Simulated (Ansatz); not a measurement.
Te2Mo — ⁹⁷Mo nuclear quadrupole resonance

Cell: a COD entry, ions relaxed with PBE at fixed cell.

Space group P2_1/m (No. 11); a = 6.3300, b = 3.4690, c = 13.8600 Å, β = 93.92°.

| site | Wyckoff | site symmetry | x | y | z |
| --- | --- | --- | --- | --- | --- |
| Te1 | 2e | m | 0.5571 | 0.7500 | 0.3504 |
| Te3 | 2e | m | 0.5877 | 0.2500 | 0.1042 |
| Te5 | 2e | m | 0.0968 | 0.7500 | 0.1500 |
| Te7 | 2e | m | 0.0548 | 0.2500 | 0.3955 |
| Mo9 | 2e | m | 0.3207 | 0.7500 | 0.5067 |
| Mo11 | 2e | m | 0.1814 | 0.2500 | 0.0077 |

One atom of each set is listed.

Method: Kohn–Sham DFT in Ansatz, PBEsol, plane waves and PAW, scalar-relativistic, 420 eV cutoff, Γ-centred 7×13×4 k-points, Fermi–Dirac smearing 0.05 eV.

⁹⁷Mo: I = 5/2, Q = 255.0 mb (year-2017 value). Static lattice, zero field.

Task: Predict the zero-field ⁹⁷Mo lines of each site.

Result: For I = 5/2 and η = 0 the lines are 3|C_Q|/20 and twice that; η pulls their ratio below 2. At large η the states mix, and weaker lines appear at sums of the main ones; lines under 5 % of the strongest are left out.

| site | atoms | V_zz (10²¹ V/m²) | C_Q (MHz) | η | line frequencies (MHz) |
| --- | --- | --- | --- | --- | --- |
| Mo9 | 2 | -7.04 | -43.4 | 0.79 | 9.97, 11.9, 21.9 |
| Mo11 | 2 | -7.21 | -44.4 | 0.78 | 10.1, 12.2, 22.3 |

Task: And for Mo-95 (I = 5/2, Q = -22.00 mb) on Mo11?

Result: C_Q scales with Q to 3.83 MHz, with lines at 0.875, 1.05, 1.93 MHz.

The largest force is 0.3 eV/Å, so the atoms aren't at the calculated equilibrium and relaxing them would move these values. With no gap above 0.1 eV, as in a metal, the gradients converge slowly in k; expect changes of a tenth or more on a denser mesh. Without spin–orbit coupling the gradients at and beside Te can be off by some per cent, at some sites by more.

The run took 52 s of wall time (3.4 min of CPU time) and 2.5 GiB at its peak, on 4 threads of Intel Xeon Platinum 8375C CPU @ 2.90GHz (Ice Lake) (x86_64; 16 cores open to the job, memory cap 8.0 GiB, no GPU), a shared host with a load of 0.4 a core.
